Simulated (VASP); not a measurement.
Crystal: Sn.

```xyz
1
Lattice="-1.6664 1.7078 2.1828 1.7939 -1.8589 2.3917 1.6937 1.8854 -2.2976" Properties=species:S:1:pos:R:3 pbc="T T T"
Sn    0.0000    0.0000    0.0000
```

This isn't the form of Sn at room conditions, which is tetragonal (white tin).

The cell isn't the ideal one: cell sheared at random, sigma 0.06, atoms nudged by 0.01 Å.

Base run:

```yaml
Program: VASP 6.6.1
Functional: AM05
Potentials_or_basis: VASP PAW PBE potentials, release 64 (Sn_d)
Cutoff: 520 eV
k_mesh: 10 × 9 × 10
Occupations: fermi-dirac, width 0.05 eV
Spin: no spin polarisation
```

Its results: band gap on the k mesh none (metal or under the smearing width); pressure -3.4 GPa.

**Question.** The run is repeated on the same cell with these changes: functional from AM05 to PBE; further incar settings from ALGO = Normal; EDIFF = 1e-07 to ALGO = Normal; EDIFF = 1e-07; NBANDS = 13. What comes out?

**Answer.** Band gap on the k mesh none (metal or under the smearing width); pressure -0.8 GPa.

Caveats: the PAW data sets were made with another functional, which shifts forces and pressure a little (some runs).
